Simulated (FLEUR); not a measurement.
## Collinear magnetic orders of 1 ML Co on W(110), 2 substrate layers with FLEUR

A self-consistent run ends on one state, which hangs on the start. Several orders of 1 ML Co on W(110), 2 substrate layers are started in FLEUR and their energies compared.

Method: LDA (VWN); all-electron FLAPW film, Dirac cores, scalar-relativistic bands, in FLEUR MaX-R8.1.

Most raw output is cut from this account.

## 1. Starting point

The cell holds 3 atoms: 2 W and 1 Co. Its edges and angles: a = 2.741 Å, b = 2.741 Å, c = 18.326 Å, α = 90.0°, β = 90.0°, γ = 109.5°. Pseudomorphic film on a typed substrate lattice, hard-sphere layer spacings, unrelaxed. Vacuum lies along c.

As a file:

```xyz
3
Lattice="1.5823 -2.2378 0.0000 1.5823 2.2378 0.0000 0.0000 0.0000 18.3264" Properties=species:S:1:pos:R:3
W     0.0000    0.0000    7.0000
W     1.5823    0.0000    9.2378
Co    0.0000    0.0000   11.3264
```

The settings of this session are cheaper than careful work needs (see the inputs), so it shows what such settings give, not the properties of the crystal.

## 2. Start 1: ferro +

The parallel start comes first: it shows whether parallel moments hold.

inpgen writes inp.xml from crystal.txt; cutoffs, mixing, functional, smearing and local orbitals are then set in the file. The k list default-1 (kpts.xml, not shown) is a Γ-centred 6×6×1 mesh; where the ranks do not divide the number of points, some are split in two of half the weight.

The input, inp.xml:

```
<?xml version="1.0" encoding="UTF-8" standalone="no"?>
<fleurInput fleurInputVersion="0.39">
   <comment>
      CoW2
   </comment>
   <calculationSetup>
      <cutoffs Kmax="3.6" Gmax="9.0" GmaxXC="9.0" numbands="0"/>
      <scfLoop itmax="120" minDistance="0.00002" maxIterBroyd="6" imix="Anderson" alpha="0.03" precondParam="0.0" spinf="2.0" sdNocoIR="T"/>
      <coreElectrons ctail="T" frcor="F" kcrel="0" coretail_lmax="0"/>
      <xcFunctional name="vwn" relativisticCorrections="F"/>
      <magnetism jspins="2"/>
      <soc l_soc="F" theta="0.0" phi="0.0" spav="F"/>
      <expertModes spex="0" secvar="F"/>
      <geometryOptimization l_f="F" forcealpha="1.0" forcemix="BFGS" epsdisp="0.00001" epsforce="0.00001"/>
      <ldaU l_linMix="F" mixParam="0.05" spinf="1.0"/>
   </calculationSetup>
   <cell>
      <bzIntegration valenceElectrons="45.0" mode="hist" fermiSmearingEnergy="0.00183747">
         <kPointListSelection listName="default-1"/>
         <xi:include xmlns:xi="http://www.w3.org/2001/XInclude" href="kpts.xml"> </xi:include>
      </bzIntegration>
      <xi:include xmlns:xi="http://www.w3.org/2001/XInclude" href="sym.xml"> </xi:include>
      <filmLattice scale="1.0" dVac="13.68" dTilda="16.18">
         <bravaisMatrixFilm>
            <row-1>    2.9901986846301867    -4.2287799887506399</row-1>
            <row-2>    2.9901986846301867     4.2287799887506399</row-2>
         </bravaisMatrixFilm>
         <vacuumEnergyParameters vacuum="1" spinUp="-.25" spinDown="-.25"/>
         <vacuumEnergyParameters vacuum="2" spinUp="-.25" spinDown="-.25"/>
      </filmLattice>
   </cell>
   <atomSpecies>
      <species name="Tungsten (W)" element="W" atomicNumber="74">
         <mtSphere radius="2.35" gridPoints="777" logIncrement="0.017"/>
         <atomicCutoffs lmax="8" lnonsphr="6"/>
         <electronConfig flipSpins="F">
            <coreConfig>(1s1/2) (2s1/2) (2p1/2) (2p3/2) (3s1/2) (3p1/2) (3p3/2) (4s1/2) (3d3/2) (3d5/2) (4p1/2) (4p3/2) (4d3/2) (4d5/2) (4f5/2) (4f7/2)</coreConfig>
            <valenceConfig>(5s1/2) (5p1/2) (5p3/2) (6s1/2) (5d3/2) (5d5/2)</valenceConfig>
            <stateOccupation state="(5d3/2)" spinUp="0.800000" spinDown="0.800000"/>
            <stateOccupation state="(5d5/2)" spinUp="1.200000" spinDown="1.200000"/>
         </electronConfig>
         <energyParameters s="6" p="6" d="5" f="5"/>
         <lo type="SCLO" l="0" n="5" eDeriv="0"/>
         <lo type="SCLO" l="1" n="5" eDeriv="0"/>
      </species>
      <species name="Cobalt (Co2.000" element="Co" atomicNumber="27">
         <mtSphere radius="2.35" gridPoints="777" logIncrement="0.016"/>
         <atomicCutoffs lmax="8" lnonsphr="6"/>
         <electronConfig flipSpins="F">
            <coreConfig>(1s1/2) (2s1/2) (2p1/2) (2p3/2)</coreConfig>
            <valenceConfig>(3s1/2) (3p1/2) (3p3/2) (4s1/2) (3d3/2) (3d5/2)</valenceConfig>
            <stateOccupation state="(3d3/2)" spinUp="1.5" spinDown="1.3"/>
            <stateOccupation state="(3d5/2)" spinUp="3.0" spinDown="1.2"/>
         </electronConfig>
         <energyParameters s="4" p="4" d="3" f="4"/>
         <lo type="SCLO" l="0" n="3" eDeriv="0"/>
         <lo type="SCLO" l="1" n="3" eDeriv="0"/>
      </species>
   </atomSpecies>
   <atomGroups>
      <atomGroup species="Tungsten (W)">
         <filmPos label="                   1">.0000000000 .0000000000 -4.0878808256</filmPos>
         <force calculate="T" relaxXYZ="TTT"/>
      </atomGroup>
      <atomGroup species="Tungsten (W)">
         <filmPos label="                   2">1.000/2.000 1.000/2.000 .1409172222</filmPos>
         <force calculate="T" relaxXYZ="TTT"/>
      </atomGroup>
      <atomGroup species="Cobalt (Co2.000">
         <filmPos label="                   3">.0000000000 .0000000000 4.0878808256</filmPos>
         <force calculate="T" relaxXYZ="TTT"/>
      </atomGroup>
   </atomGroups>
   <output dos="F" band="F" slice="F">
      <bandDOS minEnergy="-.5*Htr" maxEnergy="0.5*Htr" sigma="0.015" storeEVData="T"/>
      <plotting iplot="0" polar="F">
         <plot TwoD="T" vec1="  1.0  0.0  0.0" vec2="  0.0  1.0  0.0" vec3="  0.0  0.0  1.0" zero="  0.0  0.0 -0.5" file="plot"/>
      </plotting>
      <moessbauerParams electricFieldGradient="F" isomerShift="F" coreHyperfine="F" valenceHyperfine="F"/>
   </output>
</fleurInput>
```

The input, crystal.txt:

```
CoW2
&input film=T cartesian=F /
1.58234500000  -2.23777400000  0.00000000000
1.58234500000  2.23777400000  0.00000000000
0.00000000000  0.00000000000  1.00000000000
1.8897261246
1.0 1.0 1.0

3
74 0.00000000000  0.00000000000  -4.08788082555
74 0.50000000000  0.50000000000  0.14091722224
27 0.00000000000  0.00000000000  4.08788082555 : 2.000

&kpt div1=6 div2=6 div3=1 gamma=T /
```

On the command line:

```sh
> OMP_NUM_THREADS=1 inpgen -f crystal.txt > inpgen.log  # inp.xml is then edited as shown
> OMP_NUM_THREADS=1 mpirun -n 4 fleur_MPI > fleur.log
```

Elapsed: 57 s, on 4 MPI ranks of Intel Xeon 6975P-C (Granite Rapids), shared host; peak memory 0.31 GiB; 3.8 min of CPU time.

Spin moment in the muffin-tin sphere by atom:

| atom | spin moment in the muffin-tin sphere (μB) |
| --- | --- |
| W1 | -0.03 |
| W2 | -0.02 |
| Co3 | 1.53 |

This step gave:

```
free energy                                                       : -917147.7013 eV
program's band gap on this mesh (in a metal only a level spacing) : 0.03611 eV
magnetization                                                     : 1.395 μB
final state                                                       : ferromagnetic
```

After 84 cycles the largest moment stands at 1.53 μB.

## 3. Run 2 (antiferro q=(0,1/2,0) +-)

Another pattern of signs weighs the neighbour shells otherwise.

This order needs a doubled cell of 6 atoms. The mesh is halved along the doubled vector, so that both cells sample the same points. The k list default-1 (kpts.xml, not shown) is a Γ-centred 6×3×1 mesh.

inp.xml: that of step 2 with these lines changed.

```diff
@@ -17,3 +17,3 @@
    <cell>
-      <bzIntegration valenceElectrons="45.0" mode="hist" fermiSmearingEnergy="0.00183747">
+      <bzIntegration valenceElectrons="90.0" mode="hist" fermiSmearingEnergy="0.00183747">
          <kPointListSelection listName="default-1"/>
@@ -25,3 +25,3 @@
             <row-1>    2.9901986846301867    -4.2287799887506399</row-1>
-            <row-2>    2.9901986846301867     4.2287799887506399</row-2>
+            <row-2>    5.9803973692603734     8.4575599775012797</row-2>
          </bravaisMatrixFilm>
@@ -58,2 +58,15 @@
       </species>
+      <species name="Cobalt (Co-2.000" element="Co" atomicNumber="27">
+         <mtSphere radius="2.35" gridPoints="777" logIncrement="0.016"/>
+         <atomicCutoffs lmax="8" lnonsphr="6"/>
+         <electronConfig flipSpins="F">
+            <coreConfig>(1s1/2) (2s1/2) (2p1/2) (2p3/2)</coreConfig>
+            <valenceConfig>(3s1/2) (3p1/2) (3p3/2) (4s1/2) (3d3/2) (3d5/2)</valenceConfig>
+            <stateOccupation state="(3d3/2)" spinUp="1.3" spinDown="1.5"/>
+            <stateOccupation state="(3d5/2)" spinUp="1.2" spinDown="3.0"/>
+         </electronConfig>
+         <energyParameters s="4" p="4" d="3" f="4"/>
+         <lo type="SCLO" l="0" n="3" eDeriv="0"/>
+         <lo type="SCLO" l="1" n="3" eDeriv="0"/>
+      </species>
    </atomSpecies>
@@ -65,3 +78,8 @@
       <atomGroup species="Tungsten (W)">
-         <filmPos label="                   2">1.000/2.000 1.000/2.000 .1409172222</filmPos>
+         <filmPos label="                   2">.0000000000 1.000/2.000 -4.0878808256</filmPos>
+         <force calculate="T" relaxXYZ="TTT"/>
+      </atomGroup>
+      <atomGroup species="Tungsten (W)">
+         <filmPos label="                   3">1.000/2.000 1.000/4.000 .1409172222</filmPos>
+         <filmPos label="                   4">1.000/2.000 -1.000/4.000 .1409172222</filmPos>
          <force calculate="T" relaxXYZ="TTT"/>
@@ -69,3 +87,7 @@
       <atomGroup species="Cobalt (Co2.000">
-         <filmPos label="                   3">.0000000000 .0000000000 4.0878808256</filmPos>
+         <filmPos label="                   5">.0000000000 .0000000000 4.0878808256</filmPos>
+         <force calculate="T" relaxXYZ="TTT"/>
+      </atomGroup>
+      <atomGroup species="Cobalt (Co-2.000">
+         <filmPos label="                   6">.0000000000 1.000/2.000 4.0878808256</filmPos>
          <force calculate="T" relaxXYZ="TTT"/>
```

The input, crystal.txt:

```
CoW2
&input film=T cartesian=F /
1.58234500000  -2.23777400000  0.00000000000
3.16469000000  4.47554800000  0.00000000000
0.00000000000  0.00000000000  1.00000000000
1.8897261246
1.0 1.0 1.0

6
74 0.00000000000  0.00000000000  -4.08788082555
74 0.00000000000  0.50000000000  -4.08788082555
74 0.50000000000  0.25000000000  0.14091722224
74 0.50000000000  0.75000000000  0.14091722224
27 0.00000000000  0.00000000000  4.08788082555 : 2.000
27 0.00000000000  0.50000000000  4.08788082555 : -2.000

&kpt div1=6 div2=3 div3=1 gamma=T /
```

Run time: 4.6 min. Hardware: 4 MPI ranks; peak memory 0.68 GiB.

The run stopped without converging, so none of its numbers is a property of the system.

After 120 cycles the density distance stands at 5.5e-5 me/bohr³, above the threshold of 2e-05.

## 4. Run 3 (antiferro q=(1/2,1/2,0) +-)

Reversing part of the moments tests the sign of the couplings between them.

The cell is doubled to 6 atoms to hold this order. The mesh is halved along the doubled vector, so that both cells sample the same points. The k list default-1 (kpts.xml, not shown) is a Γ-centred 3×6×1 mesh.

inp.xml: that of step 3 with these lines changed.

```diff
@@ -24,4 +24,4 @@
          <bravaisMatrixFilm>
-            <row-1>    2.9901986846301867    -4.2287799887506399</row-1>
-            <row-2>    5.9803973692603734     8.4575599775012797</row-2>
+            <row-1>    5.9803973692603734    -8.4575599775012797</row-1>
+            <row-2>    5.9803973692603734     0.0000000000000000</row-2>
          </bravaisMatrixFilm>
@@ -78,3 +78,3 @@
       <atomGroup species="Tungsten (W)">
-         <filmPos label="                   2">.0000000000 1.000/2.000 -4.0878808256</filmPos>
+         <filmPos label="                   2">1.000/2.000 .0000000000 -4.0878808256</filmPos>
          <force calculate="T" relaxXYZ="TTT"/>
@@ -82,4 +82,7 @@
       <atomGroup species="Tungsten (W)">
-         <filmPos label="                   3">1.000/2.000 1.000/4.000 .1409172222</filmPos>
-         <filmPos label="                   4">1.000/2.000 -1.000/4.000 .1409172222</filmPos>
+         <filmPos label="                   3">.0000000000 1.000/2.000 .1409172222</filmPos>
+         <force calculate="T" relaxXYZ="TTT"/>
+      </atomGroup>
+      <atomGroup species="Tungsten (W)">
+         <filmPos label="                   4">1.000/2.000 1.000/2.000 .1409172222</filmPos>
          <force calculate="T" relaxXYZ="TTT"/>
@@ -91,3 +94,3 @@
       <atomGroup species="Cobalt (Co-2.000">
-         <filmPos label="                   6">.0000000000 1.000/2.000 4.0878808256</filmPos>
+         <filmPos label="                   6">1.000/2.000 .0000000000 4.0878808256</filmPos>
          <force calculate="T" relaxXYZ="TTT"/>
```

The input, crystal.txt:

```
CoW2
&input film=T cartesian=F /
3.16469000000  -4.47554800000  0.00000000000
3.16469000000  0.00000000000  0.00000000000
0.00000000000  0.00000000000  1.00000000000
1.8897261246
1.0 1.0 1.0

6
74 0.00000000000  0.00000000000  -4.08788082555
74 0.50000000000  0.00000000000  -4.08788082555
74 0.00000000000  0.50000000000  0.14091722224
74 0.50000000000  0.50000000000  0.14091722224
27 0.00000000000  0.00000000000  4.08788082555 : 2.000
27 0.50000000000  0.00000000000  4.08788082555 : -2.000

&kpt div1=3 div2=6 div3=1 gamma=T /
```

The job ended after 4.5 min (4 MPI ranks; peak memory 0.62 GiB).

The run stopped without converging, so none of its numbers is a property of the system.

After 120 cycles the density distance stands at 0.22 me/bohr³, above the threshold of 2e-05.

## 5. Order 4, typed as no spin polarisation

Without spin polarisation no moment can form, so the difference from the other runs is what forming moments gains.

The k list default-1 (kpts.xml, not shown) is a Γ-centred 6×6×1 mesh.

The input, inp.xml:

```
<?xml version="1.0" encoding="UTF-8" standalone="no"?>
<fleurInput fleurInputVersion="0.39">
   <comment>
      CoW2
   </comment>
   <calculationSetup>
      <cutoffs Kmax="3.6" Gmax="9.0" GmaxXC="9.0" numbands="0"/>
      <scfLoop itmax="120" minDistance="0.00002" maxIterBroyd="6" imix="Anderson" alpha="0.03" precondParam="0.0" spinf="2.0" sdNocoIR="T"/>
      <coreElectrons ctail="T" frcor="F" kcrel="0" coretail_lmax="0"/>
      <xcFunctional name="vwn" relativisticCorrections="F"/>
      <magnetism jspins="1"/>
      <soc l_soc="F" theta="0.0" phi="0.0" spav="F"/>
      <expertModes spex="0" secvar="F"/>
      <geometryOptimization l_f="F" forcealpha="1.0" forcemix="BFGS" epsdisp="0.00001" epsforce="0.00001"/>
      <ldaU l_linMix="F" mixParam="0.05" spinf="1.0"/>
   </calculationSetup>
   <cell>
      <bzIntegration valenceElectrons="45.0" mode="hist" fermiSmearingEnergy="0.00183747">
         <kPointListSelection listName="default-1"/>
         <xi:include xmlns:xi="http://www.w3.org/2001/XInclude" href="kpts.xml"> </xi:include>
      </bzIntegration>
      <xi:include xmlns:xi="http://www.w3.org/2001/XInclude" href="sym.xml"> </xi:include>
      <filmLattice scale="1.0" dVac="13.68" dTilda="16.18">
         <bravaisMatrixFilm>
            <row-1>    2.9901986846301867    -4.2287799887506399</row-1>
            <row-2>    2.9901986846301867     4.2287799887506399</row-2>
         </bravaisMatrixFilm>
         <vacuumEnergyParameters vacuum="1" spinUp="-.25" spinDown="-.25"/>
         <vacuumEnergyParameters vacuum="2" spinUp="-.25" spinDown="-.25"/>
      </filmLattice>
   </cell>
   <atomSpecies>
      <species name="Tungsten (W)" element="W" atomicNumber="74">
         <mtSphere radius="2.35" gridPoints="777" logIncrement="0.017"/>
         <atomicCutoffs lmax="8" lnonsphr="6"/>
         <electronConfig flipSpins="F">
            <coreConfig>(1s1/2) (2s1/2) (2p1/2) (2p3/2) (3s1/2) (3p1/2) (3p3/2) (4s1/2) (3d3/2) (3d5/2) (4p1/2) (4p3/2) (4d3/2) (4d5/2) (4f5/2) (4f7/2)</coreConfig>
            <valenceConfig>(5s1/2) (5p1/2) (5p3/2) (6s1/2) (5d3/2) (5d5/2)</valenceConfig>
            <stateOccupation state="(5d3/2)" spinUp="0.800000" spinDown="0.800000"/>
            <stateOccupation state="(5d5/2)" spinUp="1.200000" spinDown="1.200000"/>
         </electronConfig>
         <energyParameters s="6" p="6" d="5" f="5"/>
         <lo type="SCLO" l="0" n="5" eDeriv="0"/>
         <lo type="SCLO" l="1" n="5" eDeriv="0"/>
      </species>
      <species name="Cobalt (Co)" element="Co" atomicNumber="27">
         <mtSphere radius="2.35" gridPoints="777" logIncrement="0.016"/>
         <atomicCutoffs lmax="8" lnonsphr="6"/>
         <electronConfig flipSpins="F">
            <coreConfig>(1s1/2) (2s1/2) (2p1/2) (2p3/2)</coreConfig>
            <valenceConfig>(3s1/2) (3p1/2) (3p3/2) (4s1/2) (3d3/2) (3d5/2)</valenceConfig>
            <stateOccupation state="(3d3/2)" spinUp="1.400000" spinDown="1.400000"/>
            <stateOccupation state="(3d5/2)" spinUp="2.100000" spinDown="2.100000"/>
         </electronConfig>
         <energyParameters s="4" p="4" d="3" f="4"/>
         <lo type="SCLO" l="0" n="3" eDeriv="0"/>
         <lo type="SCLO" l="1" n="3" eDeriv="0"/>
      </species>
   </atomSpecies>
   <atomGroups>
      <atomGroup species="Tungsten (W)">
         <filmPos label="                   1">.0000000000 .0000000000 -4.0878808256</filmPos>
         <force calculate="T" relaxXYZ="TTT"/>
      </atomGroup>
      <atomGroup species="Tungsten (W)">
         <filmPos label="                   2">1.000/2.000 1.000/2.000 .1409172222</filmPos>
         <force calculate="T" relaxXYZ="TTT"/>
      </atomGroup>
      <atomGroup species="Cobalt (Co)">
         <filmPos label="                   3">.0000000000 .0000000000 4.0878808256</filmPos>
         <force calculate="T" relaxXYZ="TTT"/>
      </atomGroup>
   </atomGroups>
   <output dos="F" band="F" slice="F">
      <bandDOS minEnergy="-.5*Htr" maxEnergy="0.5*Htr" sigma="0.015" storeEVData="T"/>
      <plotting iplot="0" polar="F">
         <plot TwoD="T" vec1="  1.0  0.0  0.0" vec2="  0.0  1.0  0.0" vec3="  0.0  0.0  1.0" zero="  0.0  0.0 -0.5" file="plot"/>
      </plotting>
      <moessbauerParams electricFieldGradient="F" isomerShift="F" coreHyperfine="F" valenceHyperfine="F"/>
   </output>
</fleurInput>
```

The input, crystal.txt:

```
CoW2
&input film=T cartesian=F /
1.58234500000  -2.23777400000  0.00000000000
1.58234500000  2.23777400000  0.00000000000
0.00000000000  0.00000000000  1.00000000000
1.8897261246
1.0 1.0 1.0

3
74 0.00000000000  0.00000000000  -4.08788082555
74 0.50000000000  0.50000000000  0.14091722224
27 0.00000000000  0.00000000000  4.08788082555

&kpt div1=6 div2=6 div3=1 gamma=T /
```

The job ended after 20 s (4 MPI ranks; peak memory 0.26 GiB; 81 s of CPU time).

This step gave:

| Property | Result |
| --- | --- |
| free energy | -917147.5546 eV |
| program's band gap on this mesh (in a metal only a level spacing) | 0.01378 eV |
| final state | non-magnetic (no spin polarisation) |

It lies 147 meV a seeded atom over the first start.

## 6. The states side by side

Free energies are divided by the number of seeded atoms, so that cells of unlike size compare. Wavevectors q in the names are fractions of the primitive cell's reciprocal vectors.

Orders:

| start | final state | typed order kept | energy over the lowest (meV a seeded atom) | largest sphere moment (μB) | net moment (μB a primitive cell) | mesh matched | CPU time (s) |
| --- | --- | --- | --- | --- | --- | --- | --- |
| ferro + | ferromagnetic | yes | 0 | 1.529 | 1.395 | yes | 227.9 |
| no spin polarisation | non-magnetic | - | 146.7 | 0 | 0 | yes | 80.86 |

[end of part 1 of 2]

[Logs and program files are shortened in this print: banners, set-up blocks, solver, clock and traceback lines can be left out without a mark of their own.]

[Logs are printed without paths, hosts, clocks, repeated set-up lines and the standing remarks that a program may print on its own settings, such as how far it seeks lower states.]

[Hosts, paths, dates, database ids (printed as entryN), source tags and the programs' standing remarks are cut or masked in the printed files.]

[Where a cell is said to come from a database of computed structures, the database is the Materials Project.]
